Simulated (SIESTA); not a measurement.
The system is Cd.

```
Cd
1.0
    -1.78432    1.78432    1.78432
     1.78432   -1.78432    1.78432
     1.78432    1.78432   -1.78432
Cd
1
Direct
  0.00000 0.00000 0.00000
```

This isn't the form of Cd at room conditions, which is hcp.

- Program: SIESTA 5.4.2
- Task: single point
- Functional: PBE
- Potentials or basis: PseudoDojo 0.4 standard (PBE files)
- Basis: DZP (energy shift 0.003 Ry; two zetas on semicore shells)
- Grid cutoff: 800 Ry
- Energy shift: 0.003 Ry
- k mesh: 10 × 10 × 10
- Occupations: fermi-dirac, width 0.05 eV
- Spin: no spin polarisation

On this cell: pressure -0.2 GPa; band gap on the k mesh none (metal or under the smearing width).

The same run follows on a disturbed copy (cell strained at random at fixed volume):

```
CELL_PARAMETERS angstrom
-1.81397 1.81561 1.82122
1.80090 -1.81305 1.80560
1.73307 1.73214 -1.81866
ATOMIC_POSITIONS crystal
Cd 0.99699 0.98496 0.01511
```

Problem. What does the disturbed cell give?

Solution. The energy (extrapolated to zero smearing) moves by -2.9 meV/atom; pressure -0.2 GPa; band gap on the k mesh none (metal or under the smearing width).

Stress tensor (GPa, compression positive):
```
-0.28  0.16 -0.11
 0.16 -0.21  0.08
-0.11  0.08  0.00
```

The energy falls, though the first cell shows no forces: that form is unstable against this distortion, unless noise or another electronic state is at work.

Caveats: the basis of atomic orbitals isn't converged, which shifts pressures, moduli and gaps.
